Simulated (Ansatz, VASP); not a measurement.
## Two plane-wave programs on Si

```xyz
8
Lattice="4.9341 0.0000 0.0000 0.0000 4.9341 0.0000 0.0000 0.0000 4.9341" Properties=species:S:1:pos:R:3 pbc="T T T"
Si    0.0000    0.0000    0.0000
Si    2.4671    2.4671    2.4671
Si    1.2335    0.0000    2.4671
Si    3.7006    0.0000    2.4671
Si    2.4671    1.2335    0.0000
Si    2.4671    3.7006    0.0000
Si    0.0000    2.4671    1.2335
Si    0.0000    2.4671    3.7006
```

The cell was built by a generator and needn't be a form met in nature.

Alike in both runs: task relaxation of cell and atoms; functional PBEsol; k mesh 5 × 5 × 5; occupations fermi-dirac, width 0.1 eV; no spin polarisation.

|  | VASP | Ansatz |
| --- | --- | --- |
| version | VASP 6.6.1 | Ansatz 0.2.0 |
| potentials or method | VASP PAW PBE potentials, release 64 (Si) | plane waves (420 eV) with PAW, scalar-relativistic |
| plane-wave cutoff (eV) | 600 | 420 |
| valence electrons in the cell | 32 | 32 |

VASP gave:

- relaxed volume (Å³/atom): 14.44
- relaxed cell length with the largest relative difference (Å): 4.871
- energy change over the relaxation (meV/atom): -6

Question: Estimate Ansatz's values.

Answer: Relaxed volume (Å³/atom): 14.42; relaxed cell length with the largest relative difference (Å): 4.868; energy change over the relaxation (meV/atom): -7.

Ansatz warned: «pseudo_functional_mismatch».

Caveats: the PAW data sets were made with another functional, which shifts forces and pressure a little (VASP).
